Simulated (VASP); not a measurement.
# HgTe in VASP: a series of runs

The runs below take HgTe through relaxation of the atoms, atomic charges, with PBE+D4, PBEsol+rVV10.

All numbers are computed with VASP 6.6.1; they aren't measurements. Logs are shortened: lines on timing, memory, paths and dates and some standing lists are left out, and cuts for length are marked.

## 1. The slab as given

The cell holds a slab with vacuum, 6 atoms: a = 4.559 Å, b = 4.559 Å, c = 23.375 Å, α = 90.00°, β = 90.00°, γ = 120.00°.

## 2. Relaxation of the atoms, PBE+D4 (the (1 1 1) slab of HgTe, cut from the database cell, not relaxed)

INCAR

```
SYSTEM = HgTe
  PREC = Accurate
  ENCUT = 520
  EDIFF = 1E-6
  ISMEAR = 0
  SIGMA = 0.05
  LREAL = .FALSE.
  LASPH = .TRUE.
  NELM = 80
  ALGO = Normal
  ISIF = 2
  LWAVE = .FALSE.
  LCHARG = .FALSE.
  LDIPOL = .TRUE.
  IDIPOL = 3
  DIPOL = 0.5 0.5 0.500
  GGA = PE
  IVDW = 13
  IBRION = 2
  NSW = 40
  EDIFFG = -0.01
```

KPOINTS

```
Automatic mesh
0
G
  7 7 1
  0 0 0
```

POSCAR

```
HgTe
1.0
    4.5587174183      0.0000000000      0.0000000000
   -2.2793587092      3.9479650929      0.0000000000
    0.0000000000      0.0000000000     23.3748986673
Te Hg
3 3
Selective dynamics
Direct
    0.0000000000      0.0000000000      0.3208570059  F F F
    0.3333333333      0.6666666667      0.4800952229  F F F
    0.6666666667      0.3333333333      0.6393334398  T T T
    0.3333333333      0.6666666667      0.3606665602  F F F
    0.6666666667      0.3333333333      0.5199047771  T T T
    0.0000000000      0.0000000000      0.6791429941  T T T
```

Potentials or basis: VASP PAW PBE potentials, release 64 (Te, Hg).

Run with:

```console
> cat potpaw_PBE.64/Te/POTCAR potpaw_PBE.64/Hg/POTCAR > POTCAR
> mpirun -np 1 vasp_std > vasp.out
```

OUTCAR:

```text
SYSTEM = HgTe
   PREC = Accurate
   ENCUT = 520
   EDIFF = 1E-6
   ISMEAR = 0
   LREAL = .FALSE.
   LASPH = .TRUE.
   NELM = 80
   ISIF = 2
   GGA = PE
   IVDW = 13
   IBRION = 2
   NSW = 40
   EDIFFG = -0.01

 ion  position               nearest neighbor table
   1  0.000  0.000  0.321-   4 2.79   4 2.79   4 2.79
   2  0.333  0.667  0.480-   5 2.79   5 2.79   4 2.79   5 2.79
   3  0.667  0.333  0.639-   5 2.79   6 2.79   6 2.79   6 2.79
   4  0.333  0.667  0.361-   2 2.79   1 2.79   1 2.79   1 2.79
   5  0.667  0.333  0.520-   2 2.79   2 2.79   3 2.79   2 2.79
   6  0.000  0.000  0.679-   3 2.79   3 2.79   3 2.79

  LATTYP: Found a hexagonal cell.
 ALAT       =     4.5587174183
 C/A-ratio  =     5.1275164750

  Lattice vectors:

 A1 = (   4.5587174183,   0.0000000000,   0.0000000000)
 A2 = (  -2.2793587092,   3.9479650929,   0.0000000000)
 A3 = (   0.0000000000,   0.0000000000,  23.3748986673)

Analysis of symmetry for initial positions (statically):
=====================================================================
 Subroutine PRICEL returns:
 Original cell was already a primitive cell.

 Routine SETGRP: Setting up the symmetry group for a
 hexagonal supercell.

 Subroutine GETGRP returns: Found  6 space group operations
 (whereof  6 operations were pure point group operations)
 out of a pool of 24 trial point group operations.

The static configuration has the point symmetry C_3v.

Analysis of symmetry for dynamics (positions and initial velocities):
=====================================================================
 Subroutine PRICEL returns:
 Original cell was already a primitive cell.

 Routine SETGRP: Setting up the symmetry group for a
 hexagonal supercell.

 Subroutine GETGRP returns: Found  6 space group operations
 (whereof  6 operations were pure point group operations)
 out of a pool of 24 trial point group operations.

The dynamic configuration has the point symmetry C_3v.

Analysis of constrained symmetry for selective dynamics:
=====================================================================
 Subroutine PRICEL returns:
 Original cell was already a primitive cell.

 Routine SETGRP: Setting up the symmetry group for a
 hexagonal supercell.

 Subroutine GETGRP returns: Found  6 space group operations
 (whereof  6 operations were pure point group operations)
 out of a pool of 24 trial point group operations.

The constrained configuration has the point symmetry C_3v.

 Subroutine INISYM returns: Found  6 space group operations
 (whereof  6 operations are pure point group operations),
 and found     1 'primitive' translations

----------------------------------------------------------------------------------------

                                     Primitive cell

  volume of cell :     420.6934

  direct lattice vectors                    reciprocal lattice vectors
     4.558717418  0.000000000  0.000000000     0.219359945  0.126647523  0.000000000
    -2.279358709  3.947965093  0.000000000     0.000000000  0.253295046  0.000000000
     0.000000000  0.000000000 23.374898667     0.000000000  0.000000000  0.042780934

  length of vectors
     4.558717418  4.558717418 23.374898667     0.253295046  0.253295046  0.042780934

  position of ions in fractional coordinates (direct lattice)
     0.000000000  0.000000000  0.320857006
     0.333333333  0.666666667  0.480095223
     0.666666667  0.333333333  0.639333440
     0.333333333  0.666666667  0.360666560
     0.666666667  0.333333333  0.519904777
     0.000000000  0.000000000  0.679142994

  ion indices of the primitive-cell ions
   primitive index   ion index
                 1           1
                 2           2
                 3           3
                 4           4
                 5           5
                 6           6

----------------------------------------------------------------------------------------

 KPOINTS: Automatic mesh

Automatic generation of k-mesh.
 Grid dimensions read from file:
 generate k-points for:    7    7    1

 Generating k-lattice:

  Cartesian coordinates                     Fractional coordinates (reciprocal lattice)
     0.031337135  0.018092503  0.000000000     0.142857143  0.000000000  0.000000000
     0.000000000  0.036185007  0.000000000     0.000000000  0.142857143  0.000000000
     0.000000000  0.000000000  0.042780934     0.000000000  0.000000000  1.000000000

  Length of vectors
     0.036185007  0.036185007  0.042780934

  Shift w.r.t. Gamma in fractional coordinates (k-lattice)
     0.000000000  0.000000000  0.000000000

 Subroutine IBZKPT returns following result:
 ===========================================

 Found      8 irreducible k-points:

 Following reciprocal coordinates:
            Coordinates               Weight
  0.000000  0.000000  0.000000      1.000000
  0.142857  0.000000  0.000000      6.000000
  0.285714  0.000000  0.000000      6.000000
  0.428571  0.000000  0.000000      6.000000
  0.142857  0.142857  0.000000      6.000000
  0.285714  0.142857  0.000000     12.000000
  0.428571  0.142857  0.000000      6.000000
  0.285714  0.285714  0.000000      6.000000
   k-points           NKPTS =      8   k-points in BZ     NKDIM =      8   number of bands    NBANDS=     32
   number of dos      NEDOS =    301   number of ions     NIONS =      6
   total plane-waves  NPLWV = 233280
   dimension x,y,z NGX =    36 NGY =   36 NGZ =  180
   dimension x,y,z NGXF=    72 NGYF=   72 NGZF=  360
   ions per type =               3   3
   NGX,Y,Z   is equivalent  to a cutoff of  13.13, 13.13, 12.80 a.u.
   NGXF,Y,Z  is equivalent  to a cutoff of  26.26, 26.26, 25.60 a.u.
 SYSTEM =  HgTe
   PREC   = accura    normal or accurate (medium, high low for compatibility)
   ISTART =      0    job   : 0-new  1-cont  2-samecut
   ICHARG =      2    charge: 1-file 2-atom 10-const
   ISPIN  =      1    spin polarized calculation?
   LNONCOLLINEAR =      F non collinear calculations
   LSORBIT =      F    spin-orbit coupling
   LASPH  =      T    aspherical Exc in radial PAW
   ENCUT  =  520.0 eV  38.22 Ry    6.18 a.u.   8.48  8.48 43.46*2*pi/ulx,y,z
   NELM   =     80;   NELMIN=  2; NELMDL= -5     # of ELM steps
   EDIFF  = 0.1E-05   stopping-criterion for ELM
   LREAL  =      F    real-space projection
   EDIFFG = -.1E-01   stopping-criterion for IOM
   NSW    =     40    number of steps for IOM
   IBRION =      2    ionic relax: 0-MD 1-quasi-New 2-CG
   NFREE  =      1    steps in history (QN), initial steepest desc. (CG)
   ISIF   =      2    stress and relaxation
   ISYM   =      2    0-nonsym 1-usesym 2-fastsym
   POTIM  = 0.5000    time-step for ionic-motion
   TEBEG  =    0.0;   TEEND  =   0.0 temperature during run
   PSTRESS=    0.0 pullay stress
   NELECT =      54.0000    total number of electrons
   NUPDOWN=      -1.0000    fix difference up-down
   EMIN   =  10.00;   EMAX   =-10.00  energy-range for DOS
   EFERMI =   0.00;   METHOD = LEGACY
   ISMEAR =     0;   SIGMA  =   0.05  broadening in eV -4-tet -1-fermi 0-gaus
   EFERMI_NEDOS =   21; number of points for ismear=-14 and -15
   IALGO  =     38    algorithm
   IMIX   =      4    mixing-type and parameters
     AMIX     =   0.40;   BMIX     =  1.00
     AMIX_MAG =   1.60;   BMIX_MAG =  1.00
  volume/ion in A,a.u.               =      70.12       473.16
  Fermi-wavevector in a.u.,A,eV,Ry     =   0.825818  1.560569  9.278831  0.681975
  Thomas-Fermi vector in A             =   1.937742
   LORBIT       =      0    0 simple, 1 ext, 2 COOP (PROOUT), +10 PAW based schemes
   GGA     = PE    functional components
   LHFCALC =     F    Hartree Fock is set to
   AEXX    =    0.0000 exact exchange contribution
   IVDW    =    13    specifies the selected vdW correction
   LEPSILON=     F    determine dielectric tensor
   LRPA    =     F    only Hartree local field effects (RPA)
 conjugate gradient relaxation of ions
 non-spin polarized calculation
 Gauss-broadening in eV      SIGMA  =   0.05
  energy-cutoff  :      520.00
  volume of cell :      420.69
 maximum number of plane-waves:     11421
 NGX is ok and might be reduce to    36
   NGX = 17   NGY = 17   NGZ = 87

 dipolmoment           0.000000      0.000000      0.180986 electrons x Angstroem

--------------------------------------- Ionic step        1  -------------------------------------------

 number of electron      54.0000008 magnetization

 Free energy of the ion-electron system (eV)
  ---------------------------------------------------
  ext. energy  EPLUGINS =         0.00000000
  ---------------------------------------------------
  free energy    TOTEN  =        -9.83094393 eV

  energy without entropy =       -9.82524902  energy(sigma->0) =       -9.82809648

------------------------ aborting loop because EDIFF is reached ----------------------------------------

  DFT-D4 for vdW energy calculation

  Edisp (eV):   -1.89112
[... 117 lines left out ...]
  FREE ENERGIE OF THE ION-ELECTRON SYSTEM (eV)
  ---------------------------------------------------
  free  energy   TOTEN  =       -11.7954686174 eV

  energy  without entropy=      -11.7919691608  energy(sigma->0) =      -11.79371889

[... ionic steps 4 to 9 ...]

--------------------------------------- Ionic step       10  -------------------------------------------

 number of electron      54.0000010 magnetization

------------------------ aborting loop because EDIFF is reached ----------------------------------------
[... 83 lines left out ...]
--------------------------------------- Ionic step       12  -------------------------------------------

 number of electron      54.0000010 magnetization

 dipolmoment           0.000000      0.000000     -0.240157 electrons x Angstroem

 Free energy of the ion-electron system (eV)
  ---------------------------------------------------
  ext. energy  EPLUGINS =         0.00000000
  ---------------------------------------------------
  free energy    TOTEN  =        -9.92112241 eV

  energy without entropy =       -9.91725171  energy(sigma->0) =       -9.91918706

 E-fermi :  -0.5336     XC(G=0):  -4.7075

 val. band max:       -0.5919291003   @ k =   0.1429   0.0000   0.0000
 cond. band min:      -0.5008708550   @ k =   0.1429   0.0000   0.0000
 fundamental gap:      0.0910582453
 Fermi energy:        -0.5336410628

 k-point     1 :       0.0000    0.0000    0.0000
  band No.  band energies     occupation
      1     -13.6034      2.00000
      2     -12.7484      2.00000
      3     -11.4227      2.00000
      4      -9.2542      2.00000
      5      -9.2542      2.00000
      6      -8.6081      2.00000
[... 269 lines left out ...]
     31       2.7127      0.00000
     32       3.2976      0.00000

------------------------ aborting loop because EDIFF is reached ----------------------------------------

 vacuum level on the upper side and lower side of the slab       (xc-potential included)        -1.229         1.105

  DFT-D4 for vdW energy calculation

  Edisp (eV):   -1.87919

  FORCE on cell =-STRESS in cart. coord.  units (eV):
  Direction    XX          YY          ZZ          XY          YZ          ZX
  --------------------------------------------------------------------------------------
  -------------------------------------------------------------------------------------
  Total       3.13720     3.13720     1.71455    -0.00000    -0.00000     0.00000
  in kB      11.94777    11.94777     6.52971    -0.00000    -0.00000     0.00000
  external pressure =       10.14 kB  Pullay stress =        0.00 kB
[... 21 lines left out ...]
  FREE ENERGIE OF THE ION-ELECTRON SYSTEM (eV)
  ---------------------------------------------------
  free  energy   TOTEN  =       -11.8003114541 eV

  energy  without entropy=      -11.7964407470  energy(sigma->0) =      -11.79837610

 reached required accuracy - stopping structural energy minimisation

 vacuum level on the upper side and lower side of the slab         2.482         4.878
```

Wall time 13 min (1 thread of Intel Xeon 6975P-C (Granite Rapids), shared host); peak memory 0.61 GiB.

Results:

```
Free energy                : -11.8003 eV
Energy gained by relaxing  : 13.0 meV/atom
Ionic steps                : 12
Band gap on the k mesh     : none (metal or under the smearing width)
Dispersion energy per atom : -0.313 eV
```

Step by step:
```csv
step,energy change (eV),largest force (eV/Å),pressure (GPa)
1,0.0000,0.8084,0.82
2,-0.0375,0.5564,0.84
3,-0.0734,0.5652,0.93
4,-0.0757,0.5820,0.96
5,-0.0759,0.5862,0.98
6,-0.0759,0.5879,0.98
7,-0.0766,0.5864,0.99
8,-0.0780,0.5954,1.00
9,-0.0772,0.6657,1.02
10,-0.0782,0.6187,1.01
11,-0.0782,0.6205,1.01
12,-0.0782,0.6214,1.01
```

Final structure:
```
Te Hg
1.0
     4.55872    0.00000    0.00000
    -2.27936    3.94797    0.00000
     0.00000    0.00000   23.37490
Te Hg
3 3
Direct
  0.00000 0.00000 0.32086
  0.33333 0.66667 0.48010
  0.66667 0.33333 0.64683
  0.33333 0.66667 0.36067
  0.66667 0.33333 0.51773
  0.00000 0.00000 0.67609
```

The run has no spin-orbit coupling, so splittings on Hg, Te are missing.

## 3. Atomic charges, PBEsol+rVV10

INCAR

```
ALGO = Fast
BPARAM = 20.0
CPARAM = 0.0093
EDIFF = 1E-6
ENCUT = 550
GGA = PS
ISIF = 2
ISMEAR = 0
IVDW_NL = 2
LASPH = True
LCHARG = False
LORBIT = 11
LREAL = False
LUSE_VDW = True
LWAVE = False
NBANDS = 51
NELM = 100
PREC = Accurate
SIGMA = 0.1
```

KPOINTS

```
k-points
0
Gamma
  7 7 1
```

POSCAR

```
HgTe
1.0
    4.5587174183      0.0000000000      0.0000000000
   -2.2793587092      3.9479650929      0.0000000000
    0.0000000000      0.0000000000     23.3748986673
Te Hg
3 3
Cartesian
    0.0000000000      0.0000000000      7.5000000000
    0.0000000000      2.6319767286     11.2221771855
    2.2793587092      1.3159883643     14.9443543709
    0.0000000000      2.6319767286      8.4305442964
    2.2793587092      1.3159883643     12.1527214818
    0.0000000000      0.0000000000     15.8748986673
```

Potentials or basis: VASP PAW PBE potentials, release 64 (Te_GW, Hg_sv_GW).

Run with:

```console
> cat potpaw_PBE.64/Te_GW/POTCAR potpaw_PBE.64/Hg_sv_GW/POTCAR > POTCAR
> mpirun -np 1 vasp_std > vasp.out
```

OUTCAR:

```text
BPARAM = 20.0
   EDIFF = 1E-6
   ENCUT = 550
   GGA = PS
   ISIF = 2
   ISMEAR = 0
   IVDW_NL = 2
   LASPH = True
   LORBIT = 11
   LREAL = False
   NELM = 100
   PREC = Accurate

 ion  position               nearest neighbor table
   1  0.000  0.000  0.321-   4 2.79   4 2.79   4 2.79
   2  0.333  0.667  0.480-   5 2.79   5 2.79   4 2.79   5 2.79
   3  0.667  0.333  0.639-   6 2.79   6 2.79   5 2.79   6 2.79
   4  0.333  0.667  0.361-   1 2.79   1 2.79   2 2.79   1 2.79
   5  0.667  0.333  0.520-   2 2.79   2 2.79   3 2.79   2 2.79
   6  0.000  0.000  0.679-   3 2.79   3 2.79   3 2.79

  LATTYP: Found a hexagonal cell.
 ALAT       =     4.5587174183
 C/A-ratio  =     5.1275164750
[... 629 lines left out ...]
  volume of cell :      420.69
      direct lattice vectors                 reciprocal lattice vectors
     4.558717418  0.000000000  0.000000000     0.219359945  0.126647523  0.000000000
    -2.279358709  3.947965093  0.000000000     0.000000000  0.253295046  0.000000000
     0.000000000  0.000000000 23.374898667     0.000000000  0.000000000  0.042780934

 POSITION                                       TOTAL-FORCE (eV/Angst)
 -----------------------------------------------------------------------------------
      0.00000      0.00000      7.50000         0.000000      0.000000      0.073663
      0.00000      2.63198     11.22218        -0.000000     -0.000000      0.452540
      2.27936      1.31599     14.94435         0.000000      0.000000      0.860842
      0.00000      2.63198      8.43054         0.000000      0.000000     -0.479568
      2.27936      1.31599     12.15272        -0.000000      0.000000     -0.439876
      0.00000      0.00000     15.87490         0.000000      0.000000     -0.467602
 -----------------------------------------------------------------------------------
    total drift:                                0.000000     -0.000000     -0.001774

  FREE ENERGIE OF THE ION-ELECTRON SYSTEM (eV)
  ---------------------------------------------------
  free  energy   TOTEN  =       -10.8084788726 eV

  energy  without entropy=      -10.7961971238  energy(sigma->0) =      -10.80233800

 total charge

# of ion       s       p       d       f       tot
--------------------------------------------------
    1        1.606   2.490   0.054   0.000   4.150
    2        1.604   2.500   0.077   0.000   4.181
    3        1.615   2.485   0.078   0.000   4.177
    4        2.531   6.446   8.866   0.008  17.852
    5        2.539   6.442   8.868   0.008  17.858
    6        2.578   6.331   8.889   0.006  17.805
--------------------------------------------------
tot         12.474  26.694  26.833   0.023  66.023
```

Wall time 14 min (1 thread of Intel Xeon 6975P-C (Granite Rapids), shared host); peak memory 1.4 GiB.

Results:

```
Free energy                                           : -10.8085 eV
Largest force                                         : 0.861 eV/Å
Band gap on the k mesh                                : none (metal or under the smearing width)
Valence electrons inside the program's atomic spheres : Te 4.15, 4.18; Hg 17.85, 17.86, 17.80
```

Forces in eV/Å, atoms in the order of the input:
```
Te   0.000  0.000  0.074
Te   0.000  0.000  0.453
Te   0.000  0.000  0.861
Hg   0.000  0.000 -0.480
Hg   0.000  0.000 -0.440
Hg   0.000  0.000 -0.468
```

Caveat: the PAW data sets were made with another functional, which shifts forces and pressure a little.
